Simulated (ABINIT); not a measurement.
Wanted: the native input for an ABINIT 10.8.3 (patched build) run.

```yaml
Task: equation of state
Functional: PBE
Dispersion: D2
Potentials_or_basis: JTH PAW PBE v2.0
Cutoff: 599 eV
k_mesh: 9 × 9 × 9
Occupations: fermi-dirac, width 0.05 eV
Spin: no spin polarisation
Fine-grid_cutoff: 1197.3 eV
```

The system is ZnS.

```xyz
2
Lattice="0.0000 2.7020 2.7020 2.7020 0.0000 2.7020 2.7020 2.7020 0.0000" Properties=species:S:1:pos:R:3 pbc="T T T"
Zn    4.0530    4.0530    4.0530
S     0.0000    0.0000    0.0000
```

One way to write it, as run:

run.abi

```
ndtset 7
getwfk -1
scalecart1 3*0.9795861087
scalecart2 3*0.9864848297
scalecart3 3*0.9932883884
scalecart4 3*1.0000000000
scalecart5 3*1.0066227096
scalecart6 3*1.0131594038
scalecart7 3*1.0196128224

pp_dirpath "./"
pseudos "Zn.GGA_PBE-JTH.xml, S.GGA_PBE-JTH.xml"

acell 3.8212050455 3.8212050455 3.8212050455 Angstrom
rprim
     0.0000000000     0.7071067812     0.7071067812
     0.7071067812     0.0000000000     0.7071067812
     0.7071067812     0.7071067812     0.0000000000
ntypat 2
znucl 30 16
natom 2
typat 1 2
xred
     0.7500000000     0.7500000000     0.7500000000
     0.0000000000     0.0000000000     0.0000000000

ecut 22.0
pawecutdg 44.0
pawxcdev 0

kptopt 1
ngkpt 9 9 9
nshiftk 1
shiftk 0.0 0.0 0.0

ixc 11
vdw_xc 5

nband 13
occopt 3
tsmear 0.05 eV

nstep 100
tolvrs 1.0e-9

iomode 3
prtwf 1
prtden 0
prteig 0
prtebands 0
enunit 1
```

Potentials or basis: JTH PAW PBE v2.0.

Command:

```console
$ abinit run.abi > log 2>&1
```

Results of the run:

```json
{
  "Equilibrium volume": "19.30 Å³/atom",
  "Bulk modulus": "76 GPa",
  "Pressure derivative of the bulk modulus": "4.6"
}
```

Caveat: pressures at fixed basis lie under the slope of the energies.

Wall time 5.1 min on 1 thread of Arm Neoverse V1, with other jobs on the host, peak memory 0.15 GiB.
